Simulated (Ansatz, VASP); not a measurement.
# B: VASP beside Ansatz

File INCAR:

```
SYSTEM = B
  ALGO = Fast
  EDIFF = 1E-6
  ENCUT = 520
  GGA = RP
  ISIF = 2
  ISMEAR = -1
  LASPH = .TRUE.
  LCHARG = .FALSE.
  LREAL = .FALSE.
  LWAVE = .FALSE.
  NBANDS = 12
  NELM = 80
  PREC = Accurate
  SIGMA = 0.1
```

Contents of KPOINTS:

```
k-points
0
G
  14 14 12
  0 0 0
```

POSCAR

```
B
1.0
    2.9161924341      0.0000000000      0.0000000000
   -1.4580962171      2.5254967303      0.0000000000
    0.0000000000      0.0000000000      2.8801168189
B
3
Direct
    1.0000000000      0.0000000000      0.0000000000
    0.3333333333      0.6666666667      0.5000000000
    0.6666666667      0.3333333333      0.5000000000
```

Input for Ansatz:

```yaml
crystal:
  lattice:
    - [2.9161924341, 0.0, 0.0]
    - [-1.4580962171, 2.5254967303, 0.0]
    - [0.0, 0.0, 2.8801168189]
  atoms:
    - { symbol: B, position: [1.0, 0.0, 0.0] }
    - { symbol: B, position: [0.3333333333, 0.6666666667, 0.5] }
    - { symbol: B, position: [0.6666666667, 0.3333333333, 0.5] }
hamiltonian:
  xc: rpbe
  pseudopotentials:
    kind: paw
    azcp:
      B: "pseudopotentials/B.paw.azcp"
basis:
  ecutwfc: 420
  fft_grid_basis: typed
kpoints:
  mp_grid: { grid: [14, 14, 12], shift: [0, 0, 0] }
magnetization:
  spin_polarized: false
scf:
  occupations: { method: fermi_dirac, width: 0.1 }
  lower_state_search: "off"
output:
  stress: true
  write_density: true
  write_potential: true
  elf: true
  volumetric_format: npy
```

Alike in both runs: task single point; functional RPBE; k mesh 14 × 14 × 12; occupations fermi-dirac, width 0.1 eV; no spin polarisation.

```csv
,VASP,Ansatz
version,VASP 6.6.1,Ansatz 0.2.0
potentials or method,"VASP PAW PBE potentials, release 64 (B)","plane waves (420 eV) with PAW, scalar-relativistic"
plane-wave cutoff (eV),520,420
valence electrons in the cell,9,9
```

```tsv
	VASP	Ansatz	Ansatz less VASP
pressure (GPa)	-8.1	-8.0	+0.17
largest component of the traceless stress (GPa)	2.36	2.42	+0.064
```

Caveats: the PAW data sets were made with another functional, which shifts forces and pressure a little (VASP).
